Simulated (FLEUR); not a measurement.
# Rh (Fm-3m) in FLEUR: notebook, part 2 of 2

FLEUR MaX-R8.1 (later development tree). Earlier steps stand in the parts before.

**3. Equation of state, PBEsol, 12.85 Å³/atom (volume scaled by 0.94)**

inp.xml

```xml
<?xml version="1.0" encoding="UTF-8" standalone="no"?>
<fleurInput fleurInputVersion="0.39">
   <comment>
      Rh                                                                                                  
   </comment>
   <calculationSetup>
      <cutoffs Kmax="4.26" Gmax="13.2" GmaxXC="13.2" numbands="0"/>
      <scfLoop itmax="60" minDistance="0.00001" maxIterBroyd="15" imix="Anderson" alpha="0.05" precondParam="0.0" spinf="2.0" sdNocoIR="T"/>
      <coreElectrons ctail="T" frcor="F" kcrel="0" coretail_lmax="0"/>
      <xcFunctional name="PBEs" relativisticCorrections="F"/>
      <magnetism jspins="1"/>
      <soc l_soc="F" theta="0.0" phi="0.0" spav="F"/>
      <expertModes spex="0" secvar="F"/>
      <geometryOptimization l_f="F" forcealpha="1.0" forcemix="BFGS" epsdisp="0.00001" epsforce="0.00001"/>
      <ldaU l_linMix="F" mixParam="0.05" spinf="1.0"/>
   </calculationSetup>
   <cell>
      <bzIntegration valenceElectrons="17.0" mode="hist" fermiSmearingEnergy="0.00183747">
         <kPointListSelection listName="default-1"/>
         <!-- k-points included here -->
         <xi:include xmlns:xi="http://www.w3.org/2001/XInclude" href="kpts.xml"> </xi:include>
      </bzIntegration>
      <!-- symmetry operations included here -->
      <xi:include xmlns:xi="http://www.w3.org/2001/XInclude" href="sym.xml"> </xi:include>
      <bulkLattice scale="0.9795861087">
         <bravaisMatrix>
            <row-1>    0.0000000000000000     3.5864167255721098     3.5864167255721098</row-1>
            <row-2>    3.5864167255721098     0.0000000000000000     3.5864167255721098</row-2>
            <row-3>    3.5864167255721098     3.5864167255721098     0.0000000000000000</row-3>
         </bravaisMatrix>
      </bulkLattice>
   </cell>
   <atomSpecies>
      <species name="Rhodium (Rh)" element="Rh" atomicNumber="45">
         <mtSphere radius="2.3" gridPoints="777" logIncrement="0.016"/>
         <atomicCutoffs lmax="9" lnonsphr="7"/>
         <electronConfig flipSpins="F">
            <coreConfig>(1s1/2) (2s1/2) (2p1/2) (2p3/2) (3s1/2) (3p1/2) (3p3/2) (3d3/2) (3d5/2)</coreConfig>
            <valenceConfig>(4s1/2) (4p1/2) (4p3/2) (5s1/2) (4d3/2) (4d5/2)</valenceConfig>
            <stateOccupation state="(5s1/2)" spinUp="0.500000" spinDown="0.500000"/>
            <stateOccupation state="(4d3/2)" spinUp="1.600000" spinDown="1.600000"/>
            <stateOccupation state="(4d5/2)" spinUp="2.400000" spinDown="2.400000"/>
         </electronConfig>
         <energyParameters s="5" p="5" d="4" f="4"/>
         <lo type="SCLO" l="0" n="4" eDeriv="0"/>
         <lo type="SCLO" l="1" n="4" eDeriv="0"/>
         <lo type="SCLO" l="1" n="4" eDeriv="1"/>
         <lo type="SCLO" l="2" n="4" eDeriv="2"/>
         <lo type="SCLO" l="3" n="4" eDeriv="2"/>
      </species>
   </atomSpecies>
   <atomGroups>
      <atomGroup species="Rhodium (Rh)">
         <relPos label="                   1">.0000000000 .0000000000 .0000000000</relPos>
         <force calculate="T" relaxXYZ="TTT"/>
      </atomGroup>
   </atomGroups>
   <output dos="F" band="F" slice="F">
      <checks vchk="F" cdinf="F"/>
      <bandDOS minEnergy="-.5*Htr" maxEnergy="0.5*Htr" sigma="0.015" storeEVData="T"/>
      <vacuumDOS vacdos="F" integ="F" star="F" nstars="0" locx1="0.0" locy1="0.0" locx2="0.0" locy2="0.0" nstm="0" tworkf="0.0"/>
      <unfoldingBand unfoldBand="F" supercellX="1" supercellY="1" supercellZ="1"/>
      <plotting iplot="0" polar="F">
         <plot TwoD="T" vec1="  1.0  0.0  0.0" vec2="  0.0  1.0  0.0" vec3="  0.0  0.0  1.0" zero="  0.0  0.0  0.0" file="plot"/>
      </plotting>
      <chargeDensitySlicing numkpt="0" minEigenval="0.0" maxEigenval="0.0" nnne="0" pallst="F"/>
      <specialOutput eonly="F"/>
      <moessbauerParams electricFieldGradient="T" isomerShift="T" coreHyperfine="T" valenceHyperfine="T"/>
      <magneticCircularDichroism mcd="F" energyLo="-10.0" energyUp="0.0"/>
   </output>
  <!-- We include the file relax.xml here to enable relaxations (see documentation) -->
  <xi:include xmlns:xi="http://www.w3.org/2001/XInclude" href="relax.xml"> <xi:fallback/> </xi:include>
</fleurInput>
```

Potentials or basis: all-electron, FLAPW.

Started as:

```console
inpgen -f crystal.txt -profile fastHighL
# inp.xml edited to the form shown
fleur_MPI
```

Output:

```text
Welcome to FLEUR        (www.flapw.de)
      MaX-Release 8.1          (www.max-centre.eu)

 ========== k-point set info ==========
 Selected k-point list: default-1
 k-point list type: mesh
 12 x 12 x 12
 Number of k points: 72

 ------------Calculation Setup---------------------------
 Number of MPI-tasks      :            1
 Number of PE/node        :            1
 Number of OMP-threads    :            1
 Most efficient MPI parallelization for:
           1           2           3           4           6           8           9          12          18          24          36          72
 Additional eigenvalue parallelization possible
 Number of basis functions:          160
 Approximate size of matrices (H+S) per k-point:         0.000 GB
 --------------------------------------------------------
 Iteration:     1   Distance:      19.15380229 me/bohr^3
 Iteration:     2   Distance:      16.91599715 me/bohr^3
 Iteration:     3   Distance:       6.15351691 me/bohr^3
 Iteration:     4   Distance:       4.23090413 me/bohr^3
 Iteration:     5   Distance:       1.53127532 me/bohr^3
 Iteration:     6   Distance:       0.31059840 me/bohr^3
 Iteration:     7   Distance:       0.07189808 me/bohr^3
 Iteration:     8   Distance:       0.00560277 me/bohr^3
 Iteration:     9   Distance:       0.00390986 me/bohr^3
 Iteration:    10   Distance:       0.00043700 me/bohr^3
 Iteration:    11   Distance:       0.00025810 me/bohr^3
 Iteration:    12   Distance:       0.00002717 me/bohr^3
 Iteration:    13   Distance:       0.00000556 me/bohr^3

 ********************************************************************
 Run finished successfully
 Stop message:
   all done
 ********************************************************************
```

out.xml (last iteration):

```text
<iteration numberForCurrentRun="   13" overallNumber="   13">
         <energyParameters units="Htr">
            <atomicEP atomType="1" spin="1" branch="5s" branchLowest="-2.28" branchHighest="2.55" value="0.3825626489"/>
            <atomicEP atomType="1" spin="1" branch="5p" branchLowest="-1.07" branchHighest="3.31" value="0.5066788511"/>
            <atomicEP atomType="1" spin="1" branch="4d" branchLowest="-10.32" branchHighest="0.79" value="0.4667944327"/>
            <atomicEP atomType="1" spin="1" branch="4f" branchLowest="-9.99" branchHighest="2.72" value="0.7940732056"/>
            <loAtomicEP atomType="1" spin="1" branch="4s" branchLowest="-21.18" branchHighest="-2.28" value="-2.3060960171"/>
            <loAtomicEP atomType="1" spin="1" branch="4p" branchLowest="-17.00" branchHighest="-1.07" value="-1.1311411663"/>
            <loAtomicEP atomType="1" spin="1" branch="4p" branchLowest="-17.00" branchHighest="-1.07" value="-1.1311411663"/>
            <loAtomicEP atomType="1" spin="1" branch="4d" branchLowest="-10.32" branchHighest="0.79" value="0.4630983178"/>
            <loAtomicEP atomType="1" spin="1" branch="4f" branchLowest="-9.99" branchHighest="2.72" value="0.7940751540"/>
         </energyParameters>
         <eigenvalues>
            <eigenvaluesAt spin="1" ikpt="1" k_x="0.00000000" k_y="0.00000000" k_z="0.00000000">
                      -2.3116318168       -1.1128019201       -1.1128019201       -1.1128019201        0.2790327277
                       0.4667599360        0.4667599360        0.4667599360        0.5530362013        0.5530362013
                       1.1674697270        1.3767465551        1.3767465551        1.3767465551
            </eigenvaluesAt>
            <eigenvaluesAt spin="1" ikpt="2" k_x="0.00000000" k_y="0.00000000" k_z="0.08333333">
                      -2.3112627700       -1.1151777326       -1.1131176957       -1.1131176957        0.2898743350
                       0.4618025702        0.4710603299        0.4710603299        0.5505913219        0.5505913219
                       1.1839288143        1.3290612174        1.3933540143        1.3933540143
            </eigenvaluesAt>
            <eigenvaluesAt spin="1" ikpt="3" k_x="0.00000000" k_y="0.00000000" k_z="0.16666667">
[... 33 lines left out ...]
            <totalCharge value="44.9999999999"/>
         </allElectronCharges>
         <moessbauerParams unitsHFF="kG" unitsIS="e/bohr^3" unitsEFG="Htr/bohr^2">
            <coreIsomerShift atomType="1" isTotal="122127.71237">
               <shell n="1" l="0" isomerShift="107506.51762"/>
               <shell n="2" l="0" isomerShift="12108.40224"/>
               <shell n="2" l="1" isomerShift="229.39497"/>
               <shell n="3" l="0" isomerShift="2238.19208"/>
               <shell n="3" l="1" isomerShift="45.20546"/>
               <shell n="3" l="2" isomerShift="0.00001"/>
            </coreIsomerShift>
            <isomerShift atomType="1" nucleusRadius="0.0001107" averageDensity="122558.55664"/>
            <electricFieldGradient atomType="1" VXX="0.00000" VYY="0.00000" VZZ="0.00000" asymParam="0.00000">
            </electricFieldGradient>
         </moessbauerParams>
         <totalEnergy                                    value="    -4782.9116024590" units="Htr">
            <sumOfEigenvalues                            value="    -2844.3070030996">
               <coreElectrons value="-2837.1101752745"/>
               <valenceElectrons value="-7.1968278250"/>
            </sumOfEigenvalues>
            <densityCoulombPotentialIntegral value="-7650.4116537026"/>
            <densityEffectivePotentialIntegral value="-7829.9510668645"/>
            <chargeDenXCDenIntegral value="-136.6183991323"/>
            <FockExchangeEnergyValence value="0.0000000000"/>
            <FockExchangeEnergyCore value="0.0000000000"/>
            <atomTypeDependentContributions atomType="1">
               <electronNucleiInteractionDifferentMTs value="5778.4323027961"/>
               <MadelungTerm value="-28.2991374442"/>
            </atomTypeDependentContributions>
            <tkbTimesEntropy value="0.0002634254"/>
            <freeEnergy value="-4782.9118658844"/>
            <extrapolationTo0K value="-4782.9117341717"/>
         </totalEnergy>
         <densityConvergence units="me/bohr^3">
            <chargeDensity spin="1" distance="0.0000055590"/>
         </densityConvergence>
      </iteration>
```

It took 9.1 s on 1 thread of Arm Neoverse V1, shared host; peak memory 0.08 GiB.

Results:

| Quantity | Value |
| --- | --- |
| Free energy | -130149.6622 eV |
| Band gap on the k mesh | none (metal or under the smearing width) |
| Valence electrons inside the program's atomic spheres | Rh 15.29 (radii Rh 2.3 bohr) |

**4. Equation of state, PBEsol, 13.12 Å³/atom (volume scaled by 0.96)**

Edit inp.xml of step 3 so:

```diff
@@ -24,3 +24,3 @@
       <xi:include xmlns:xi="http://www.w3.org/2001/XInclude" href="sym.xml"> </xi:include>
-      <bulkLattice scale="0.9795861087">
+      <bulkLattice scale="0.9864848297">
          <bravaisMatrix>
```

Started as:

```console
inpgen -f crystal.txt -profile fastHighL
# inp.xml edited to the form shown
fleur_MPI
```

It took 9.9 s on 1 thread of Arm Neoverse V1, shared host; peak memory 0.08 GiB.

It converged, with:

- Free energy: -130149.6837 eV
- Band gap on the k mesh: none (metal or under the smearing width)
- Valence electrons inside the program's atomic spheres: Rh 15.25 (radii Rh 2.3 bohr)

**5. Equation of state, PBEsol, 13.67 Å³/atom**

Edit inp.xml of step 4 so:

```diff
@@ -24,3 +24,3 @@
       <xi:include xmlns:xi="http://www.w3.org/2001/XInclude" href="sym.xml"> </xi:include>
-      <bulkLattice scale="0.9864848297">
+      <bulkLattice scale="1.0000000000">
          <bravaisMatrix>
```

Started as:

```console
inpgen -f crystal.txt -profile fastHighL
# inp.xml edited to the form shown
fleur_MPI
```

It took 10 s on 1 thread of Arm Neoverse V1, shared host; peak memory 0.08 GiB.

It converged, with:

```
Free energy                                           : -130149.6920 eV
Band gap on the k mesh                                : none (metal or under the smearing width)
Valence electrons inside the program's atomic spheres : Rh 15.19 (radii Rh 2.3 bohr)
```

**6. Equation of state, PBEsol, 14.22 Å³/atom (volume scaled by 1.04)**

Edit inp.xml of step 5 so:

```diff
@@ -24,3 +24,3 @@
       <xi:include xmlns:xi="http://www.w3.org/2001/XInclude" href="sym.xml"> </xi:include>
-      <bulkLattice scale="1.0000000000">
+      <bulkLattice scale="1.0131594038">
          <bravaisMatrix>
```

Potentials or basis: all-electron, FLAPW.

Started as:

```console
inpgen -f crystal.txt -profile fastHighL
# inp.xml edited to the form shown
fleur_MPI
```

Wall time 11 s (1 thread of Arm Neoverse V1, shared host); peak memory 0.08 GiB.

Results (log left out):

* Free energy: -130149.6618 eV
* Band gap on the k mesh: none (metal or under the smearing width)
* Valence electrons inside the program's atomic spheres: Rh 15.13 (radii Rh 2.3 bohr)

**7. Equation of state, PBEsol, 14.49 Å³/atom (volume scaled by 1.06)**

Edit inp.xml of step 6 so:

```diff
@@ -24,3 +24,3 @@
       <xi:include xmlns:xi="http://www.w3.org/2001/XInclude" href="sym.xml"> </xi:include>
-      <bulkLattice scale="1.0131594038">
+      <bulkLattice scale="1.0196128224">
          <bravaisMatrix>
```

Started as:

```console
inpgen -f crystal.txt -profile fastHighL
# inp.xml edited to the form shown
fleur_MPI
```

Wall time 11 s (1 thread of Arm Neoverse V1, shared host); peak memory 0.08 GiB.

The run converged. Its results:

```yaml
Free_energy: -130149.6353 eV
Band_gap_on_the_k_mesh: none (metal or under the smearing width)
Valence_electrons_inside_the_program's_atomic_spheres: Rh 15.10 (radii Rh 2.3 bohr)
```

**8. Equation of state, PBEsol**

This step only gathers the single runs of the series.

Results:

| Property | Result |
| --- | --- |
| Equilibrium volume | 13.50 Å³/atom |
| Bulk modulus | 297 GPa |
| Pressure derivative of the bulk modulus | 5.1 (rough: it moves with the points fitted) |

Energy against volume, from the lowest point:
| volume (Å³/atom) | energy (meV/atom) |
| --- | --- |
| 12.851 | 29.79 |
| 13.125 | 8.22 |
| 13.671 | 0.00 |
| 14.218 | 30.11 |
| 14.492 | 56.68 |

**9. How close it comes**

Step 8. Measured bulk modulus of Rh: 264 GPa (quoted in “Thermal equation of state of rhodium characterized by XRD in a resistively heated diamond anvil cell”, 2024, pmc:11535440). This calculation gives 297 GPa (+12.5 %). The fit is for a static lattice scaled at fixed shape and fixed fractional positions.
